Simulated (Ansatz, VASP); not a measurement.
## Tc: 3 runs at one level of theory

```
Tc
1.0
     0.00000    1.95000    1.95000
     1.95000    0.00000    1.95000
     1.95000    1.95000    0.00000
Tc
1
Direct
  0.00000 0.00000 0.00000
```

This isn't the form of Tc at room conditions, which is hcp.

Alike in all runs: task single point; functional LDA; k mesh 12 × 12 × 12; occupations gaussian, width 0.05 eV; no spin polarisation; no spin-orbit coupling. LDA stands for any of its common fits. Pressure is positive in compression and, in plane waves, holds the error of the finite cutoff, which Ansatz's Pulay term estimates and takes out.

```tsv
program and potentials	plane-wave cutoff (eV)	notes	band gap (eV)	pressure (GPa)
Ansatz, Ansatz PAW (files of its older set among them)	500	potentials made for PBE, which Ansatz adapts in part; 15 valence electrons an atom on average; Pulay term of +0.07 GPa included	no gap	-20.24
Ansatz, all-electron LAPW, scalar-relativistic	-	-	no gap	-20.23
VASP, LDA PAW files Tc_pv, 520 eV	520	13 valence electrons an atom on average	no gap	-20.24
```

None finds a gap. The pressure spans -20.24 (Ansatz, Ansatz PAW (files of its older set among them)) to -20.23 GPa (Ansatz, all-electron LAPW, scalar-relativistic), with all-electron results at -20.23. The cell lies far from this level's equilibrium.

The functional is the same throughout but for its coding, so the spread measures potentials, basis and numerics; runs on potential files found faulty are left out.
